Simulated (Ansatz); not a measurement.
BAs: pressure and energy less free atoms against volume per atom

Periodic Kohn-Sham DFT of a crystal at fixed atoms; pressure and stress are positive in compression; the energy is the free energy less that of spherical unpolarised free atoms; site moments are those in the method's own spheres, positive along +z. The results are calculated, by Ansatz 0.2.0.

Cell of the first row (space group F-43m, No. 216):
```
CELL_PARAMETERS angstrom
0.00000 2.36880 2.36880
2.36880 0.00000 2.36880
2.36880 2.36880 0.00000
ATOMIC_POSITIONS crystal
B 0.75000 0.75000 0.75000
As 0.00000 0.00000 0.00000
```

Settings of every row: method all-electron LAPW; functional LDA; relativity scalar; k mesh 11x11x11; filling fermi-dirac; smearing width 0.01 eV; basis error target 1 meV/atom; nucleus gaussian.

Atom start moment: 0 on all atoms.

```csv
row,volume per atom (Å³),pressure (GPa),energy less free atoms (eV/atom)
1,13.291,-0.494,-6.4744
2,13.641,?,?
3,13.991,-7.188,-6.4569
4,14.341,-9.916,-6.4382
5,14.691,-12.296,-6.4139
```

Question: what pressure and energy less free atoms should row 2 give?

Worked fit of pressure. Take u = (V_r/V)^(2/3) − 1 with V_r = 14.166 Å³ an atom, which is twice the finite (Eulerian) strain; such expansions in the strain, on which the Birch-Murnaghan equation of state is built, carry the rest volume and the bulk modulus. The shown rows have u = 0.04342, 0.00832, -0.00815, -0.02397. Least squares give pressure = −8.599 + 165.748 × u + 481.64 × u² GPa; a straight line predicts inner rows, each left out in turn, worse (root mean square 0.33 against 0.0038 GPa). The rows lie off it by 0.000, -0.001, 0.002, -0.001. The withheld row has u = 0.0255, so the fit gives −8.599 + 165.748 × (0.0255) + 481.64 × (0.0255)² = -4.059 GPa.

The calculation gave -4.065 GPa. The fit lies 0.006 GPa (0.051 % of the column's range) above it; its largest miss of a shown row is 0.002 GPa.

Worked fit of energy less free atoms. Take u = (V_r/V)^(2/3) − 1 with V_r = 14.166 Å³ an atom, which is twice the finite (Eulerian) strain; such expansions in the strain, on which the Birch-Murnaghan equation of state is built, carry the rest volume and the bulk modulus. The shown rows have u = 0.04342, 0.00832, -0.00815, -0.02397. Least squares give energy less free atoms = −6.44829 − 1.1382 × u + 12.366 × u² eV/atom; a straight line predicts inner rows, each left out in turn, worse (root mean square 0.0086 against 1.4e-05 eV/atom). All shown rows lie on it to the printed digit. The withheld row has u = 0.0255, so the fit gives −6.44829 − 1.1382 × (0.0255) + 12.366 × (0.0255)² = -6.4693 eV/atom.

The calculation gave -6.4693 eV/atom. The fit meets it to the printed digit.
